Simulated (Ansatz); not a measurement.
# BN: the cost of one run

Computed with Ansatz 0.2.0 (DFT PBE, scalar-relativistic, plane waves, PAW, unless a step's input says otherwise).

### Step 1. The system as given

It takes space group Fmm2 (No. 42, orthorhombic). The conventional cell has a = 2.503 Å, b = 6.991 Å, c = 4.332 Å, α = 90.00°, β = 90.00°, γ = 90.00°. Around B (site symmetry mm2) lie 3 N at 1.44 Å. N (site symmetry mm2) is surrounded by 3 B at 1.44 Å.

Coordinates:

```
B N
1.0
     0.00000    6.99063    4.33218
     5.00653    6.99063   -4.33218
    -5.00653    6.99063   -4.33218
B N
32 32
Direct
  0.25002 0.24999 0.99999
  0.50002 0.49999 0.99999
  0.75002 0.74999 0.99999
  0.00002 0.99999 0.99999
  0.50002 0.24999 0.74999
  0.75002 0.49999 0.74999
  0.00002 0.74999 0.74999
  0.25002 0.99999 0.74999
  0.75002 0.24999 0.49999
  0.00002 0.49999 0.49999
  0.25002 0.74999 0.49999
  0.50002 0.99999 0.49999
  0.00002 0.24999 0.24999
  0.25002 0.49999 0.24999
  0.50002 0.74999 0.24999
  0.75002 0.99999 0.24999
  0.75002 0.24999 0.99999
  0.00002 0.49999 0.99999
  0.25002 0.74999 0.99999
  0.50002 0.99999 0.99999
  0.00002 0.24999 0.74999
  0.25002 0.49999 0.74999
  0.50002 0.74999 0.74999
  0.75002 0.99999 0.74999
  0.25002 0.24999 0.49999
  0.50002 0.49999 0.49999
  0.75002 0.74999 0.49999
  0.00002 0.99999 0.49999
  0.50002 0.24999 0.24999
  0.75002 0.49999 0.24999
  0.00002 0.74999 0.24999
  0.25002 0.99999 0.24999
  0.58333 0.08334 0.83334
  0.83333 0.33334 0.83334
  0.08333 0.58334 0.83334
  0.33333 0.83334 0.83334
  0.83333 0.08334 0.58334
  0.08333 0.33334 0.58334
  0.33333 0.58334 0.58334
  0.58333 0.83334 0.58334
  0.08333 0.08334 0.33334
  0.33333 0.33334 0.33334
  0.58333 0.58334 0.33334
  0.83333 0.83334 0.33334
  0.33333 0.08334 0.08334
  0.58333 0.33334 0.08334
  0.83333 0.58334 0.08334
  0.08333 0.83334 0.08334
  0.08333 0.08334 0.83334
  0.33333 0.33334 0.83334
  0.58333 0.58334 0.83334
  0.83333 0.83334 0.83334
  0.33333 0.08334 0.58334
  0.58333 0.33334 0.58334
  0.83333 0.58334 0.58334
  0.08333 0.83334 0.58334
  0.58333 0.08334 0.33334
  0.83333 0.33334 0.33334
  0.08333 0.58334 0.33334
  0.33333 0.83334 0.33334
  0.83333 0.08334 0.08334
  0.08333 0.33334 0.08334
  0.33333 0.58334 0.08334
  0.58333 0.83334 0.08334
```

The runs take a perfect supercell of 64 atoms; the defect goes to fractional position (0.250, 0.250, 1.000).

### Step 2. The perfect supercell

Input file input.yaml:

```yaml
crystal:
  lattice:
    - [0.0, 6.990632, 4.332182]
    - [5.006528, 6.990631, -4.332182]
    - [-5.006528, 6.990632, -4.332183]
  atoms:
    - { symbol: B, position: [0.250024, 0.249988, 0.999988] }
    - { symbol: B, position: [0.500024, 0.499988, 0.999988] }
    - { symbol: B, position: [0.750024, 0.749988, 0.999988] }
    - { symbol: B, position: [2.4e-05, 0.999988, 0.999988] }
    - { symbol: B, position: [0.500024, 0.249988, 0.749988] }
    - { symbol: B, position: [0.750024, 0.499988, 0.749988] }
    - { symbol: B, position: [2.4e-05, 0.749988, 0.749988] }
    - { symbol: B, position: [0.250024, 0.999988, 0.749988] }
    - { symbol: B, position: [0.750024, 0.249988, 0.499988] }
    - { symbol: B, position: [2.4e-05, 0.499988, 0.499988] }
    - { symbol: B, position: [0.250024, 0.749988, 0.499988] }
    - { symbol: B, position: [0.500024, 0.999988, 0.499988] }
    - { symbol: B, position: [2.4e-05, 0.249988, 0.249988] }
    - { symbol: B, position: [0.250024, 0.499988, 0.249988] }
    - { symbol: B, position: [0.500024, 0.749988, 0.249988] }
    - { symbol: B, position: [0.750024, 0.999988, 0.249988] }
    - { symbol: B, position: [0.750024, 0.249988, 0.999988] }
    - { symbol: B, position: [2.4e-05, 0.499988, 0.999988] }
    - { symbol: B, position: [0.250024, 0.749988, 0.999988] }
    - { symbol: B, position: [0.500024, 0.999988, 0.999988] }
    - { symbol: B, position: [2.4e-05, 0.249988, 0.749988] }
    - { symbol: B, position: [0.250024, 0.499988, 0.749988] }
    - { symbol: B, position: [0.500024, 0.749988, 0.749988] }
    - { symbol: B, position: [0.750024, 0.999988, 0.749988] }
    - { symbol: B, position: [0.250024, 0.249988, 0.499988] }
    - { symbol: B, position: [0.500024, 0.499988, 0.499988] }
    - { symbol: B, position: [0.750024, 0.749988, 0.499988] }
    - { symbol: B, position: [2.4e-05, 0.999988, 0.499988] }
    - { symbol: B, position: [0.500024, 0.249988, 0.249988] }
    - { symbol: B, position: [0.750024, 0.499988, 0.249988] }
    - { symbol: B, position: [2.4e-05, 0.749988, 0.249988] }
    - { symbol: B, position: [0.250024, 0.999988, 0.249988] }
    - { symbol: "N", position: [0.583326, 0.083337, 0.833337] }
    - { symbol: "N", position: [0.833326, 0.333337, 0.833337] }
    - { symbol: "N", position: [0.083326, 0.583337, 0.833337] }
    - { symbol: "N", position: [0.333326, 0.833337, 0.833337] }
    - { symbol: "N", position: [0.833326, 0.083337, 0.583337] }
    - { symbol: "N", position: [0.083326, 0.333337, 0.583337] }
    - { symbol: "N", position: [0.333326, 0.583337, 0.583337] }
    - { symbol: "N", position: [0.583326, 0.833337, 0.583337] }
    - { symbol: "N", position: [0.083326, 0.083337, 0.333337] }
    - { symbol: "N", position: [0.333326, 0.333337, 0.333337] }
    - { symbol: "N", position: [0.583326, 0.583337, 0.333337] }
    - { symbol: "N", position: [0.833326, 0.833337, 0.333337] }
    - { symbol: "N", position: [0.333326, 0.083337, 0.083337] }
    - { symbol: "N", position: [0.583326, 0.333337, 0.083337] }
    - { symbol: "N", position: [0.833326, 0.583337, 0.083337] }
    - { symbol: "N", position: [0.083326, 0.833337, 0.083337] }
    - { symbol: "N", position: [0.083326, 0.083337, 0.833337] }
    - { symbol: "N", position: [0.333326, 0.333337, 0.833337] }
    - { symbol: "N", position: [0.583326, 0.583337, 0.833337] }
    - { symbol: "N", position: [0.833326, 0.833337, 0.833337] }
    - { symbol: "N", position: [0.333326, 0.083337, 0.583337] }
    - { symbol: "N", position: [0.583326, 0.333337, 0.583337] }
    - { symbol: "N", position: [0.833326, 0.583337, 0.583337] }
    - { symbol: "N", position: [0.083326, 0.833337, 0.583337] }
    - { symbol: "N", position: [0.583326, 0.083337, 0.333337] }
    - { symbol: "N", position: [0.833326, 0.333337, 0.333337] }
    - { symbol: "N", position: [0.083326, 0.583337, 0.333337] }
    - { symbol: "N", position: [0.333326, 0.833337, 0.333337] }
    - { symbol: "N", position: [0.833326, 0.083337, 0.083337] }
    - { symbol: "N", position: [0.083326, 0.333337, 0.083337] }
    - { symbol: "N", position: [0.333326, 0.583337, 0.083337] }
    - { symbol: "N", position: [0.583326, 0.833337, 0.083337] }
basis:
  ecutwfc: 420
  fft_grid_basis: typed
kpoints:
  mp_grid: { grid: [2, 2, 2] }
hamiltonian:
  xc: pbe
  pseudopotentials: { kind: paw }
scf:
  occupations: { method: gaussian, width: 0.05 }
output:
  forces: true
  stress: false
  eigenvalues: true
  bader: false
  write_density: true
  volumetric_format: npy
```

The run is started by

```bash
$ ansatz run input.yaml --threads 4 --pin off --max-ram 10240MiB --backend cpu --events-out ev --progress --plain --runs-dir out
```

What time and memory should one allow on 4 threads of Arm Neoverse V1, shared host?

About 9 s, with a peak of 2.6 GiB.
